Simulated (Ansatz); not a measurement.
A relaxed cell of LiS3 is given with its symmetry left out. The cell was found from a structure generator's guess, not taken from experiment.

All numbers below come from DFT PBE, scalar-relativistic, plane waves, PAW in Ansatz 0.2.0. Cutoff 420 eV, Γ-centred mesh, Gaussian smearing, no spin polarisation.

```yaml
crystal:
  lattice:
    - [2.46399, 1.42258, 4.19986]
    - [-2.46399, 1.42258, 4.19986]
    - [0.00000, -2.84517, 4.19986]
  atoms:
    - { symbol: Li, position: [0.00000, 0.00000, 0.00000] }
    - { symbol: S, position: [0.00000, 0.00000, 0.50000] }
    - { symbol: S, position: [0.00000, 0.50000, 0.00000] }
    - { symbol: S, position: [0.50000, 0.00000, 0.00000] }
```

Formation energies are uncorrected and refer to the elements' standard structures at the same level.

Question: Find its symmetry and describe it.

Answer: R-3m (No. 166). Conventional cell: a = 4.928 Å, c = 12.600 Å. Li is surrounded by 6 S at 2.54 Å; S is surrounded by 4 S at 2.46 Å and 2 Li at 2.54 Å.

Question: How far does it lie from the elements in energy?

Answer: −0.09 eV/atom. Whether it is stable depends on the other phases of the system, which aren't compared here.

Question: Is it a metal?

Answer: Yes, bands cross the Fermi level on the 12×12×12 mesh.

The last run used a 12×12×12 mesh for its 4-atom cell and Gaussian smearing of 0.10 eV. An odd number of electrons in the primitive cell allows no gap without spin; a larger cell or a magnetic state could open one. The cell is a metal run without spin; a magnetic state may lie lower. The reference form of S is held partly by dispersion forces, which this level lacks. Symmetry constrained the relaxation, so the result can be a saddle point.
